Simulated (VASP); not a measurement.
Mn:

```
Mn
1.0
     2.87812    0.00000    0.00000
    -1.43906    2.49252    0.00000
     0.00000    0.00000    7.91191
Mn
4
Direct
  0.00000 0.00000 0.00000
  0.00000 0.00000 0.50000
  0.33333 0.66667 0.00500
  0.66667 0.33333 0.50500
```

The cell was built by a generator and needn't be a form met in nature.

| Quantity | Value |
| --- | --- |
| Program | VASP 6.6.1 |
| Task | relaxation of cell and atoms |
| Functional | PBE |
| Potentials or basis | VASP PAW PBE potentials, release 64 (Mn_pv) |
| Cutoff | 600 eV |
| k mesh | 9 × 9 × 2 |
| Occupations | gaussian, width 0.1 eV |
| Spin | no spin polarisation |

At the start: pressure 160.4 GPa; volume 14.19 Å³/atom.

Problem. Where does the relaxation end?

Solution. Over 29 steps the energy falls by 5361.4 meV/atom and the volume is 12.36 Å³/atom (-12.9 %); space group P6_3mc (No. 186, to 0.05 Å).

Step by step:
| step | energy change (eV) | largest force (eV/Å) | pressure (GPa) | volume (Å³) |
| --- | --- | --- | --- | --- |
| 1 | 0.0000 | 5.1465 | 160.37 | 56.76 |
| 2 | 32.3088 | 0.4609 | -94.38 | 231.70 |
| 3 | -9.5411 | 0.0275 | -20.70 | 131.71 |
| 4 | -12.1276 | 0.4383 | -19.14 | 114.78 |
| 5 | -14.9431 | 2.4887 | -1.05 | 83.28 |
| 6 | -14.9654 | 2.0495 | -6.75 | 87.37 |
| 7 | -14.9835 | 2.2337 | -4.51 | 85.57 |
| 8 | -14.9800 | 2.3019 | -3.62 | 84.94 |
| 9 | -15.8051 | 0.7086 | -5.40 | 80.08 |
| 10 | -16.7973 | 2.0583 | -7.59 | 74.34 |
| 11 | -19.8556 | 1.0847 | -17.83 | 63.23 |
| 12 | -20.5958 | 0.1813 | 45.17 | 42.50 |
| 13 | -21.2189 | 0.0684 | -7.67 | 52.24 |
| 14 | -21.3076 | 0.0966 | -3.57 | 50.44 |
| 15 | -21.3332 | 0.1622 | 1.31 | 48.93 |
| 16 | -21.3293 | 0.1231 | -1.00 | 49.60 |
| 17 | -21.3709 | 0.0022 | 4.66 | 48.44 |
| 18 | -21.3719 | 0.0408 | 6.37 | 48.15 |
| 19 | -21.3834 | 0.0621 | 6.17 | 48.22 |
| 20 | -21.4082 | 0.1448 | 5.55 | 48.40 |
| 21 | -21.3934 | 0.2951 | 5.23 | 48.67 |
| 22 | -21.4147 | 0.2070 | 5.34 | 48.51 |
| 23 | -21.4284 | 0.1684 | 3.00 | 48.98 |
| 24 | -21.4356 | 0.1162 | -0.11 | 49.65 |
| 25 | -21.4356 | 0.1148 | -0.23 | 49.67 |
| 26 | -21.4363 | 0.1124 | -0.19 | 49.66 |
| 27 | -21.4385 | 0.1043 | -0.15 | 49.63 |
| 28 | -21.4421 | 0.0785 | -0.09 | 49.57 |
| 29 | -21.4458 | 0.0124 | 0.14 | 49.44 |

Final structure:
```cif
data_structure
_symmetry_space_group_name_H-M 'P 1'
_symmetry_Int_Tables_number 1
_cell_length_a 3.5294
_cell_length_b 3.5294
_cell_length_c 4.5829
_cell_angle_alpha 90.000
_cell_angle_beta 90.000
_cell_angle_gamma 120.000
_cell_volume 49.44
loop_
_atom_site_label
_atom_site_type_symbol
_atom_site_fract_x
_atom_site_fract_y
_atom_site_fract_z
_atom_site_occupancy
Mn1 Mn 0.00000 0.00000 0.89774 1
Mn2 Mn 0.00000 0.00000 0.39774 1
Mn3 Mn 0.33333 0.66667 0.10726 1
Mn4 Mn 0.66667 0.33333 0.60726 1
```

Caveat: the k mesh is coarse (spacing up to 0.40 Å⁻¹), so the values aren't converged; the run has no spin polarisation, though such a crystal can be magnetic.
